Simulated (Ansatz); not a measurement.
ZnS (P6_3mc), rigid cleavage

These are results of Ansatz, DFT PBE, scalar-relativistic, plane waves, PAW, not measurements. Settings: plane waves to 420 eV, k-mesh 8×8×2 (Γ-centred), Gaussian smearing 0.05 eV. No spin polarisation. Energies are free energies at this smearing, counted from the undisturbed cell; pressure is positive in compression.

Zero of the scan (relaxed at this level):

```xyz
8
Lattice="-3.8467 0.0000 0.0000 -1.9234 -3.3314 0.0000 0.0000 0.0000 12.5902" Properties=species:S:1:pos:R:3 pbc="T T T"
Zn    0.0000    0.0000    8.2623
Zn    0.0000    0.0000    1.9672
Zn   -1.9234   -1.1105   11.4096
Zn   -3.8467   -2.2209    5.1145
S     0.0000    0.0000   10.6197
S     0.0000    0.0000    4.3246
S    -1.9234   -1.1105    1.1814
S    -3.8467   -2.2209    7.4765
```

The cut lies on the cell's a–b face, a (0 0 1) plane (indices in the standard cell, whose axes needn't be the Cartesian ones shown) of area 12.81 Å², between layers 2.36 Å apart. Vector c is lengthened by d along the normal with the atoms' Cartesian places fixed: one unrelaxed cut a cell.

```csv
d (Å),energy (J/m²),traction dE/dd (GPa),gap on the mesh (eV)
-0.30,0.52,?,?
-0.15,0.10,?,?
0.00,0.00,0.0,2.05
0.25,0.16,11.1,1.80
0.50,0.49,14.0,1.34
0.75,0.84,13.6,0.84
1.00,1.16,12.2,0.37
1.50,?,8.4,0.00
2.00,2.00,4.9,0.00
3.00,2.29,1.6,0.00
4.50,2.43,0.5,0.00
6.00,2.48,0.3,0.00
```

Where the gap reads zero the k-mesh, chosen for the insulator, is on the coarse side.

(1) Give the withheld values.

Results:

(1) traction dE/dd (GPa) at d (Å) = -0.30: -43.3; gap on the mesh (eV) at d (Å) = -0.30: 2.07; traction dE/dd (GPa) at d (Å) = -0.15: -15.3; gap on the mesh (eV) at d (Å) = -0.15: 2.08; energy (J/m²) at d (Å) = 1.50: 1.67.